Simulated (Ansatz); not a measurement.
# Li16ClO7: the cost of one run

Method: DFT, PBE, plane-wave PAW, default files, scalar-relativistic, as far as a step names no other, in Ansatz 0.2.0.

### Step 1. The system as given

It takes space group Fm-3m (No. 225, cubic). The conventional cell has a = 9.220 Å, b = 9.220 Å, c = 9.220 Å, α = 90.00°, β = 90.00°, γ = 90.00°. Li (site symmetry 3m) is surrounded by 1 Cl at 2.00 Å and 3 O at 2.00 Å. Around Li (site symmetry 3m) lie 4 O at 2.00 Å. Around Cl (site symmetry m-3m) lie 8 Li at 2.00 Å. Around O (site symmetry mmm) lie 8 Li at 2.00 Å. O (site symmetry m-3m) has 8 Li at 2.00 Å as nearest neighbours.

As a file:

```
CELL_PARAMETERS angstrom
0.00000 4.61000 4.61000
4.61000 0.00000 4.61000
4.61000 4.61000 0.00000
ATOMIC_POSITIONS crystal
Li 0.12500 0.12500 0.12500
Li 0.12500 0.12500 0.62500
Li 0.12500 0.62500 0.12500
Li 0.12500 0.62500 0.62500
Li 0.62500 0.12500 0.12500
Li 0.62500 0.12500 0.62500
Li 0.62500 0.62500 0.12500
Li 0.62500 0.62500 0.62500
Li 0.37500 0.37500 0.37500
Li 0.37500 0.37500 0.87500
Li 0.37500 0.87500 0.37500
Li 0.37500 0.87500 0.87500
Li 0.87500 0.37500 0.37500
Li 0.87500 0.37500 0.87500
Li 0.87500 0.87500 0.37500
Li 0.87500 0.87500 0.87500
Cl 0.00000 0.00000 0.00000
O 0.00000 0.00000 0.50000
O 0.00000 0.50000 0.00000
O 0.00000 0.50000 0.50000
O 0.50000 0.00000 0.00000
O 0.50000 0.00000 0.50000
O 0.50000 0.50000 0.00000
O 0.50000 0.50000 0.50000
```

Atom 17 of the input is the impurity.

### Step 2. First run, atoms as given

input.yaml

```yaml
crystal:
  lattice:
    - [0.0, 4.61, 4.61]
    - [4.61, 0.0, 4.61]
    - [4.61, 4.61, 0.0]
  atoms:
    - { symbol: Li, position: [0.125, 0.125, 0.125] }
    - { symbol: Li, position: [0.125, 0.125, 0.625] }
    - { symbol: Li, position: [0.125, 0.625, 0.125] }
    - { symbol: Li, position: [0.125, 0.625, 0.625] }
    - { symbol: Li, position: [0.625, 0.125, 0.125] }
    - { symbol: Li, position: [0.625, 0.125, 0.625] }
    - { symbol: Li, position: [0.625, 0.625, 0.125] }
    - { symbol: Li, position: [0.625, 0.625, 0.625] }
    - { symbol: Li, position: [0.375, 0.375, 0.375] }
    - { symbol: Li, position: [0.375, 0.375, 0.875] }
    - { symbol: Li, position: [0.375, 0.875, 0.375] }
    - { symbol: Li, position: [0.375, 0.875, 0.875] }
    - { symbol: Li, position: [0.875, 0.375, 0.375] }
    - { symbol: Li, position: [0.875, 0.375, 0.875] }
    - { symbol: Li, position: [0.875, 0.875, 0.375] }
    - { symbol: Li, position: [0.875, 0.875, 0.875] }
    - { symbol: Cl, position: [0.0, 0.0, 0.0] }
    - { symbol: O, position: [0.0, 0.0, 0.5] }
    - { symbol: O, position: [0.0, 0.5, 0.0] }
    - { symbol: O, position: [0.0, 0.5, 0.5] }
    - { symbol: O, position: [0.5, 0.0, 0.0] }
    - { symbol: O, position: [0.5, 0.0, 0.5] }
    - { symbol: O, position: [0.5, 0.5, 0.0] }
    - { symbol: O, position: [0.5, 0.5, 0.5] }
total_charge: 1
kpoints:
  mp_grid: { grid: [4, 4, 4] }
scf:
  occupations: { method: fermi_dirac, width: 0.01 }
hamiltonian:
  xc: pbe
  pseudopotentials: { kind: paw }
output:
  forces: true
  stress: true
  populations: true
  efg:
    quadrupole_moments_barn: { Li: -0.0401, Cl: -0.08112, O: -0.02558 }
    contact_densities: true
```

Run with:

```console
ansatz run input.yaml --threads 1 --pin off --max-ram 3072MiB --backend cpu --events-out ev --progress --plain --runs-dir out
```

What time and memory should one allow on 1 thread of Intel Xeon 6975P-C (Granite Rapids), shared host?

About 8.6 s, with a peak of 0.56 GiB.
